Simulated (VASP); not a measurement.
**TePb: single point with PBE+D3(BJ)**

TePb:

```
CELL_PARAMETERS angstrom
3.87850 0.00000 0.00000
0.00000 3.87850 0.00000
0.00000 0.00000 3.87850
ATOMIC_POSITIONS crystal
Te 0.50000 0.50000 0.50000
Pb 0.00000 0.00000 0.00000
```

Measurements of this composition are mostly on another form, of space group No. 225.

* Program: VASP 6.6.1
* Task: single point
* Functional: PBE
* Dispersion: D3(BJ)
* Potentials or basis: VASP PAW PBE potentials, release 64 (Te, Pb_d)
* Cutoff: 520 eV
* k mesh: 10 × 10 × 10
* Occupations: gaussian, width 0.05 eV
* Spin: no spin polarisation

| Item | Value |
| --- | --- |
| Pressure | 1.7 GPa |
| Band gap on the k mesh | none (metal or under the smearing width) |
| Dispersion energy per atom | -0.462 eV |

Levels at points of the mesh, in eV from the Fermi level:
```csv
k point,band 8,band 9,band 10,band 11,band 12,band 13
"(0.00, 0.00, 0.00)",-1.70,-1.70,-1.70,3.96,3.96,5.98
"(0.50, 0.00, 0.00)",-0.49,-0.08,-0.08,0.43,2.53,2.53
"(0.50, 0.50, 0.00)",-4.85,-4.85,0.33,3.94,4.10,4.10
"(0.50, 0.50, 0.50)",-2.71,-2.71,-2.71,-1.22,-1.22,-1.22
```

It took 58 s on 1 thread of Intel(R) Xeon(R) Platinum 8375C CPU @ 2.90GHz (Ice Lake) (shared host), peak memory 0.21 GiB.

Caveat: pairwise dispersion overbinds metals, which lowers pressure and volume. Spin-orbit coupling is left out, which matters for the levels of Pb, Te.
